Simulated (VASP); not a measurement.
Er: band structure with PBE+D3

Er:

```
Er
1.0
    -1.97794    1.97794    1.97794
     1.97794   -1.97794    1.97794
     1.97794    1.97794   -1.97794
Er
1
Direct
  0.00000 0.00000 0.00000
```

This isn't the form of Er at room conditions, which is hcp.

| Quantity | Value |
| --- | --- |
| Program | VASP 6.6.1 |
| Task | band structure |
| Functional | PBE |
| Dispersion | D3 |
| Potentials or basis | VASP PAW PBE potentials, release 64 (Er_3), 4f in core |
| Cutoff | 520 eV |
| k mesh | 9 × 9 × 9 |
| Occupations | fermi-dirac, width 0.1 eV |
| Spin | collinear spin, random start |
| Starting moments | [1.41] μB |
| Monkhorst-Pack mesh | yes |
| Further INCAR settings | ALGO = Normal; EDIFF = 1.00e-06; NBANDS = 16; ISYM = 0 |

```json
{
 "Band gap along the path": "none (metal or under the smearing width)",
 "Net moment": "0.00 μB per cell",
 "Dispersion energy per atom": "-0.278 eV"
}
```

Levels at the corners of the path, in eV from the Fermi level:
Spin up:
| point | band 3 | band 4 | band 5 | band 6 | band 7 | band 8 |
| --- | --- | --- | --- | --- | --- | --- |
| Γ | -24.58 | -5.60 | 1.89 | 1.89 | 1.89 | 4.07 |
| H | -24.98 | -1.60 | -1.60 | 5.83 | 5.83 | 5.83 |
| N | -24.58 | -2.38 | 0.20 | 0.81 | 3.92 | 4.80 |
| Γ | -24.58 | -5.60 | 1.89 | 1.89 | 1.89 | 4.07 |
| P | -24.86 | -0.18 | -0.18 | -0.18 | 4.56 | 4.93 |
| H | -24.98 | -1.60 | -1.60 | 5.83 | 5.83 | 5.83 |
| P | -24.86 | -0.18 | -0.18 | -0.18 | 4.56 | 4.93 |
| N | -24.58 | -2.38 | 0.20 | 0.81 | 3.92 | 4.80 |
Spin down:
| point | band 2 | band 3 | band 4 | band 5 | band 6 | band 7 | band 8 | band 9 |
| --- | --- | --- | --- | --- | --- | --- | --- | --- |
| Γ | -24.58 | -24.58 | -5.60 | 1.89 | 1.89 | 1.89 | 4.07 | 4.07 |
| H | -24.98 | -24.98 | -1.60 | -1.60 | 5.83 | 5.83 | 5.83 | 6.14 |
| N | -24.76 | -24.58 | -2.38 | 0.20 | 0.81 | 3.92 | 4.80 | 6.82 |
| Γ | -24.58 | -24.58 | -5.60 | 1.89 | 1.89 | 1.89 | 4.07 | 4.07 |
| P | -24.86 | -24.86 | -0.18 | -0.18 | -0.18 | 4.56 | 4.93 | 4.93 |
| H | -24.98 | -24.98 | -1.60 | -1.60 | 5.83 | 5.83 | 5.83 | 6.14 |
| P | -24.86 | -24.86 | -0.18 | -0.18 | -0.18 | 4.56 | 4.93 | 4.93 |
| N | -24.76 | -24.58 | -2.38 | 0.20 | 0.81 | 3.92 | 4.80 | 6.82 |

It took 64 s on 1 thread of Intel(R) Xeon(R) Platinum 8488C (Sapphire Rapids) (shared host), peak memory 0.18 GiB.

Caveat: the log is that of the step along the path at fixed density, whose energy, stress, charges and moments have no meaning; the magnetic or orbital state may not be the lowest; spin-orbit coupling is left out, which moves the levels of the heavy elements; the 4f electrons are frozen in the core as for a trivalent ion, so they carry no moment and show no levels. The state reached can hang on the start; a lower one may exist.
